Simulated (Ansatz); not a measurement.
CuO:

```xyz
6
Lattice="4.1609 0.0000 0.0000 0.0000 4.1609 0.0000 0.0000 0.0000 3.8876" Properties=species:S:1:pos:R:3 pbc="T T T"
Cu    2.0805    0.0000    1.9438
Cu    0.0000    2.0805    1.9438
Cu    0.0000    0.0000    0.0000
O     0.0000    0.0000    1.9438
O     2.0805    0.0000    0.0000
O     0.0000    2.0805    0.0000
```

Measurements of this composition are mostly on another form, of space group No. 15.

Base run:

* Program: Ansatz 0.2.0
* Functional: PBEsol
* Potentials or basis: Ansatz PAW
* Cutoff: 420 eV
* Density cutoff: 1680 eV
* k mesh: 7 × 7 × 7
* Occupations: fermi-dirac, width 0.05 eV
* Spin: no spin polarisation
* Hubbard terms: Cu d U = 4.5 eV

Its results: band gap on the k mesh none (metal or under the smearing width); pressure -3.0 GPa.

Question: After a change of settings the same cell gave: band gap on the k mesh none (metal or under the smearing width); pressure -2.4 GPa. Which change was it?
A. k mesh from 7 × 7 × 7 to 6 × 6 × 6; hubbard terms from Cu d U = 4.5 eV to none; hubbard projectors from ortho-atomic (the default) to none
B. hubbard terms from Cu d U = 4.5 eV to none; hubbard projectors from ortho-atomic (the default) to none
C. hubbard terms from Cu d U = 4.5 eV to Cu d U = 5.3 eV
D. functional from PBEsol to BLYP; hubbard terms from Cu d U = 4.5 eV to none; hubbard projectors from ortho-atomic (the default) to none

Answer: C.

Caveats: an odd number of electrons without spin polarisation forces a metal; a magnetic or distorted state may lie lower; the run has no spin polarisation, though such a crystal can be magnetic; U without spin polarisation on a metal has little footing; the PAW data sets come from PBE, with cores solved anew for the run's functional, which leaves a small shift of forces and pressure.

Not every run made on this cell is shown here.
